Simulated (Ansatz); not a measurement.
## Si: start and end of a relaxation

The cell of Si is invented: one element on all sites of the Ag2S type (P2_1/m, No. 11). Lengths were set from tabulated atomic sizes, so they are only a guess.

start.xyz

```xyz
6
Lattice="4.2342 0.0000 0.0000 0.0000 7.4196 0.0000 -1.8566 0.0000 3.8236" Properties=species:S:1:pos:R:3 pbc="T T T"
Si   -1.4884    1.8549    3.6065
Si    3.8660    5.5647    0.2171
Si    1.1888    3.7098    1.9118
Si    1.1888    0.0000    1.9118
Si    2.4175    1.8549    1.1653
Si   -0.0399    5.5647    2.6583
```

The calculation used DFT PBE, scalar-relativistic, plane waves, PAW in Ansatz 0.2.0. Cutoff 420 eV, Gaussian smearing, Γ-centred meshes. Cell and atoms relax first on a coarse mesh and then on a finer one. In between, the cell is made exact in the group found at 0.06 Å. In metals the finer mesh still leaves noise of several meV/atom or more. The steps can't lower the symmetry of their start. No spin polarisation.

end.xyz

```xyz
6
Lattice="2.7586 -2.5526 0.0000 2.7586 2.5526 0.0000 0.0000 0.0000 7.0679" Properties=species:S:1:pos:R:3 pbc="T T T"
Si    1.1961    0.7934    1.7670
Si    4.3210   -0.7934    5.3009
Si    2.7586    0.0000    3.5339
Si    2.7586    0.0000    0.0000
Si    4.3210    0.7934    1.7670
Si    1.1961   -0.7934    5.3009
```

The symmetry goes from P2_1/m (No. 11) to Cmcm (No. 63). The volume per atom shrinks by 17.1 %, from 20.0 to 16.6 Å³. The shortest distance goes from 2.35 Å (Si–Si) to 2.39 Å (Si–Si). The energy falls by about 0.39 eV/atom (the start's value is from the coarse mesh). The end is written in a standard setting, so origin, axes and order of atoms can differ from the start's.

```yaml
Volume_per_atom: 16.59 Å³
Density: 2.81 g/cm³
Energy_over_the_standard_state: +0.43 eV/atom
Gap_on_the_10×10×6_mesh_of_the_6-atom_cell: 0 eV (a metal)
```

Energies count from the standard state of Si at the same level. It lies above the standard state, so it could only be metastable.

The last run used Gaussian smearing of 0.10 eV. A structure relaxed within its symmetry needn't be a true minimum. In all, the 4 runs took 6.5 min on 1 thread of Arm Neoverse N1, on a shared host.
